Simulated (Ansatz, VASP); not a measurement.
## S6: VASP beside Ansatz

```xyz
6
Lattice="12.7000 0.0000 0.0000 0.0000 12.8000 0.0000 0.0000 0.0000 10.3000" Properties=species:S:1:pos:R:3 pbc="T T T"
S     6.9318    8.1812    5.5965
S     4.5165    6.0132    5.5965
S     7.6017    5.0056    5.5965
S     5.7682    4.6188    4.7035
S     8.1835    6.7868    4.7035
S     5.0983    7.7944    4.7035
```

Alike in both runs: functional PBE; dispersion D3(BJ); k mesh 1 × 1 × 1; occupations gaussian, width 0.01 eV; no spin polarisation.

Ansatz relaxed the structure, and its values are those at the end. VASP's run is a single point on that final structure, the one shown.

|  | VASP | Ansatz |
| --- | --- | --- |
| version | VASP 6.6.1 | Ansatz 0.2.0 |
| potentials or method | VASP PAW PBE potentials, release 64 (S) | scalar-relativistic, plane waves, PAW |
| plane-wave cutoff (eV) | 520 | 420 |
| valence electrons in the cell | 36 | 36 |

|  | VASP | Ansatz | Ansatz less VASP |
| --- | --- | --- | --- |
| gap on the k mesh at the Fermi level (eV) | 2.94 | 2.89 | -0.049 |
| least direct gap on the mesh (eV) | 2.94 | 2.89 | -0.049 |
| rms of the force components (eV/Å) | 0.073 | 0.004 | -0.0685 |

A hybrid or GW would open this gap; PBE tends to underestimate it.
